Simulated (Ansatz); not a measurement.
Write a Python script for the Python package of Ansatz (0.2.0) that makes a comparison of functionals at one structure of MgO, space group P6_3/mmc. Level of theory (first run): LDA, PAW, cutoff 463 eV, 6×6×4 k-points, fixed occupations. The script varies functional: lda, blyp, pbesol.

```
CELL_PARAMETERS angstrom
3.48638 0.00000 0.00000
-1.74319 3.01929 0.00000
0.00000 0.00000 4.17804
ATOMIC_POSITIONS crystal
Mg 0.66667 0.33333 0.75000
Mg 0.33333 0.66667 0.25000
O 0.66667 0.33333 0.25000
O 0.33333 0.66667 0.75000
```

`mgo_xc.py`
```python
'''One structure of MgO under several functionals.'''

import csv
import warnings

import ansatz as az
from ase import Atoms

warnings.simplefilter('ignore', az.DeckWarning)

atoms = Atoms(
    ['Mg', 'Mg', 'O', 'O'],
    scaled_positions=[
        (2 / 3, 1 / 3, 0.75),
        (1 / 3, 2 / 3, 0.25),
        (2 / 3, 1 / 3, 0.25),
        (1 / 3, 2 / 3, 0.75),
    ],
    cell=[
        (3.48638, 0.0, 0.0),
        (-1.74319, 3.01929, 0.0),
        (0.0, 0.0, 4.17804),
    ],
    pbc=True,
)
structure = az.Crystal.from_ase(atoms)

calc = (
    structure.calculation()
    .basis(17 * az.Ha)
    .kpoints(mesh=(6, 6, 4), center='gamma')
    .occupations('Fixed')  # whole-number filling, right only where there is a gap
    .band_table()  # levels at the mesh points
)

rows = []
for value in ['lda', 'blyp', 'pbesol']:
    data = calc.functional(value).run().report
    rows.append((value, data['free_energy_ev'] / len(data['lattice']['sites']), data['n_iterations'], data['gap_by_band_count_ev'], data['n_kpoints']))

with open('xc.csv', 'w', newline='') as handle:
    writer = csv.writer(handle)
    writer.writerow(['functional', 'F/atom (eV)', 'iterations', 'gap by band count (eV)', 'k-points'])
    writer.writerows([round(v, 5) if isinstance(v, float) else v for v in row] for row in rows)
print(open('xc.csv').read())
```

Running `python mgo_xc.py` prints:
```text
functional,F/atom (eV),iterations,gap by band count (eV),k-points
lda,-1229.95377,6,3.33924,21
blyp,-1249.70904,6,3.72277,21
pbesol,-1237.8727,6,3.31847,21
```

Notes:
- Semilocal gaps usually lie well under measured ones.
- The structure comes from a database of computed cells and needn't be a stable or known phase.
- Gaps and levels are Kohn-Sham values on a finite set of k-points.
- Total energies of different functionals can't be compared; pressures, moments and gaps at this one structure can.
- It ran for 3.4 s on 1 thread of Arm Neoverse V1, on a shared host, peak memory 0.34 GiB.
